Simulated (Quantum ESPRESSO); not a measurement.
Here is a Quantum ESPRESSO 7.5 calculation.

The input pw.in:

```
&CONTROL
  calculation = 'scf'
  prefix = 'pwscf'
  outdir = './tmp'
  pseudo_dir = './pseudo'
  tprnfor = .true.
  tstress = .true.
  disk_io = 'low'
/
&SYSTEM
  ibrav = 0
  celldm(1) = 8
  nat = 4
  ntyp = 2
  ecutwfc = 45
  ecutrho = 360
  nbnd = 14
  occupations = 'smearing'
  smearing = 'fd'
  degauss = 0.00367493
/
&ELECTRONS
  conv_thr = 8d-10
  electron_maxstep = 120
  mixing_beta = 0.5
/
ATOMIC_SPECIES
N     14.0070 n_pbe_v1.2.uspp.F.UPF
B     10.8100 b_pbe_v1.4.uspp.F.UPF
CELL_PARAMETERS alat
  0.6032807982561   0.0000000000000   0.0000000000000
 -0.3016403991399   0.5224564969044   0.0000000000000
  0.0000000000000   0.0000000000000   0.9984497898131
ATOMIC_POSITIONS crystal
N      0.3333333333    0.6666666667    0.1252760000
N      0.6666666667    0.3333333333    0.6252760000
B      0.3333333333    0.6666666667    0.4997240000
B      0.6666666667    0.3333333333    0.9997240000
K_POINTS automatic
8 8 4 0 0 1
```

Contents of scf2.in:

```
&CONTROL
  calculation = 'scf'
  prefix = 'pwscf'
  outdir = './tmp'
  pseudo_dir = './pseudo'
  tprnfor = .true.
  tstress = .true.
  disk_io = 'low'
/
&SYSTEM
  ibrav = 0
  celldm(1) = 8
  nat = 4
  ntyp = 2
  ecutwfc = 45
  ecutrho = 360
  nbnd = 14
  occupations = 'fixed'
/
&ELECTRONS
  conv_thr = 1d-13
  electron_maxstep = 120
  mixing_beta = 0.5
  startingpot = 'file'
  startingwfc = 'file'
/
ATOMIC_SPECIES
N     14.0070 n_pbe_v1.2.uspp.F.UPF
B     10.8100 b_pbe_v1.4.uspp.F.UPF
CELL_PARAMETERS alat
  0.6032807982561   0.0000000000000   0.0000000000000
 -0.3016403991399   0.5224564969044   0.0000000000000
  0.0000000000000   0.0000000000000   0.9984497898131
ATOMIC_POSITIONS crystal
N      0.3333333333    0.6666666667    0.1252760000
N      0.6666666667    0.3333333333    0.6252760000
B      0.3333333333    0.6666666667    0.4997240000
B      0.6666666667    0.3333333333    0.9997240000
K_POINTS automatic
8 8 4 0 0 1
```

File ph.in:

```
dielectric of BN
&INPUTPH
  prefix = 'pwscf'
  outdir = './tmp'
  tr2_ph = 1d-18
  fildyn = 'dyn'
  niter_ph = 90
  alpha_mix(1) = 0.7
  epsil = .true.
  trans = .false.
  zeu = .true.
/
0.0000000000 0.0000000000 0.0000000000
```

Potentials or basis: GBRV 1.5 PBE.

Command:

```bash
$ OMP_NUM_THREADS=1 pw.x -in pw.in > pw.out
$ OMP_NUM_THREADS=1 pw.x -in scf2.in > scf2.out
$ OMP_NUM_THREADS=1 ph.x -in ph.in > ph.out
```

Q: Estimate the electronic dielectric tensor (diagonal).

A: 4.57, 4.57, 4.73.

Q: Estimate the Born charges (mean of the diagonal).

A: N -1.89; B +1.89 e.

Q: Estimate the pressure.

A: -0.1 GPa.

Q: What does it give for the largest force?

A: 0.018 eV/Å.

Electronic dielectric tensor:
```
4.57 0.00 0.00
0.00 4.57 0.00
0.00 0.00 4.73
```
